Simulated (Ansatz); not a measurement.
Quadrupolar parameters in Zr₃N₄ at a changed volume

The cell is an entry of the Crystallography Open Database (COD), relaxed with PBE at fixed cell and then changed (volume scaled by 0.96, ions relaxed).

Space group I-43d (No. 220); a = 6.6489 Å.

| site | Wyckoff | site symmetry | x | y | z |
| --- | --- | --- | --- | --- | --- |
| Zr | 12a | -4.. | 0.3750 | 0.0000 | 0.2500 |
| N | 16c | .3. | 0.0724 | 0.0724 | 0.0724 |

One atom of each set is listed; the run and its k-mesh use a cell of 14 atoms with edges of 5.76, 5.76, 5.76 Å.

Level of theory: DFT, PBE, plane waves and PAW, scalar-relativistic, 420 eV cutoff, Γ-centred 6×6×6 k-points, Fermi–Dirac smearing 0.02 eV (Ansatz 0.2.0).

V_zz is the principal component of the electric field gradient with the largest magnitude, η = (V_xx − V_yy)/V_zz and C_Q = eQV_zz/h.

⁹¹Zr: I = 5/2, Q = -176.0 mb; 14N: I = 1, Q = 20.44 mb. Q values from Pyykkö, Mol. Phys. 116, 1328 (2018).

Problem. Which values are expected at the nuclei?

Solution. 

```
site  atoms          first shell  V_xx, V_yy, V_zz (10²¹ V/m²)     η  C_Q (MHz)
  Zr      6   8 N at 2.22–2.38 Å            -3.74, -3.74, 7.48  0.00      -31.8
   N      8  6 Zr at 2.22–2.38 Å            -0.19, -0.19, 0.37  0.00      0.184
```

An axis of threefold or higher order runs through Zr and N, so V_zz lies along it and η is zero.

Without spin–orbit coupling (the program notes it for Zr) the gradients can shift somewhat, as the gap is small. With a gap of 0.9 eV on this mesh, small gradients can still move by 0.1 × 10²¹ V/m² or more as the k-mesh gets denser. At this changed cell the PBE pressure is 15 GPa.
